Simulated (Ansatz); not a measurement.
# CoSn2: pressure against volume

CoSn2, I4/mcm, a = 6.280 Å, c = 5.398 Å. The structure is a COD entry; whether it is the stable form wasn't checked. Ansatz: PBEsol, PAW, 420 eV, Γ-centred 8×8×8 mesh on 6 atoms, Gaussian smearing 0.10 eV; no spin polarisation. Shape and atoms are relaxed at each volume; pressure is positive in compression.

```
V (Å³/atom) P (GPa)
     15.608        ?
     16.140    14.18
     16.672     8.58
     17.205     3.91
     17.737     0.00
     18.269    -3.26
     18.801    -5.95
     19.510    -8.80
```

Q: Take V0 = 17.737 Å³/atom, fit the third-order Birch–Murnaghan form to the other rows, and predict the missing pressure.

A: With the Eulerian strain f = ½[(V0/V)^(2/3) − 1] and y = P/[3f(1 + 2f)^(5/2)], the form is the line y = B0 + 1.5 B0 (B0′ − 4) f. Rows (f, y): 0.03246, 124.4; 0.02107, 122.4; 0.01025, 120.9; -0.00975, 117.1; -0.01905, 114.7; -0.03077, 111.7. Means f = 0.0007017, y = 118.53; Σ(Δf)² = 0.003004, ΣΔfΔy = 0.5934; the slope is their ratio. y = 118.4 + 197.5 f GPa, so B0 = 118.4 GPa and B0′ = 4 + 2 × (197.5)/(3 × 118.4) = 5.11. At V = 15.608, f = 0.04449, y = 127.19 and P = 21.01 GPa. The run gave 20.87 GPa, so the fit is 0.14 GPa too high, a small miss on the scale of the series.

Spin polarisation was left out, and a magnetic state may lie lower.